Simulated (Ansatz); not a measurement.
ScAl under pressure: fit and missing row

ScAl, Pm-3m, a = 3.369 Å. The structure is a Materials Project entry; whether it is the stable form wasn't checked. Ansatz: r2SCAN, PAW, 500 eV, Γ-centred 12×12×12 mesh on 2 atoms, Gaussian smearing 0.10 eV; no spin polarisation. Cell and atoms are relaxed at each pressure, and no other structure is tried, so the rows at high pressure may lie past a change of phase.

| V (Å³/atom) | P (GPa) |
| --- | --- |
| ? | 59.99 |
| 15.145 | 29.96 |
| 16.639 | 15.00 |
| 17.610 | 8.00 |
| 18.492 | 3.00 |
| 19.121 | 0.04 |
| 19.913 | -3.01 |

Problem. Take V0 = 19.121 Å³/atom, count pressures from its P0 = 0.04 GPa, fit the third-order Birch–Murnaghan form to the other rows, and predict the missing volume.

Solution. With the Eulerian strain f = ½[(V0/V)^(2/3) − 1] and y = (P − P0)/[3f(1 + 2f)^(5/2)], the form is the line y = B0 + 1.5 B0 (B0′ − 4) f. Rows (f, y): 0.08407, 80.4; 0.04856, 81.5; 0.02821, 82.0; 0.01127, 82.8; -0.01335, 81.5. Means f = 0.03175, y = 81.640; Σ(Δf)² = 0.005486, ΣΔfΔy = -0.08595; the slope is their ratio. y = 82.14 − 15.67 f GPa, so B0 = 82.1 GPa and B0′ = 4 + 2 × (-15.67)/(3 × 82.14) = 3.87. P = 59.99 GPa is met at f = 0.13658 (y = 80.00), so V = V0 (1 + 2f)^(−3/2) = 13.310 Å³/atom. The run gave 13.253 Å³/atom, so the fit is 0.057 Å³/atom too high, 0.86 % of the span of the series, against an rms of 0.007 Å³/atom on the fitted rows. The row lies outside the fitted range. A fourth-order term fitted to the same rows gives P = 57.95 GPa at this row's volume (the line 61.21, the run 59.99), no gain.

The mesh isn't the same in all rows (12×12×12, 14×14×14).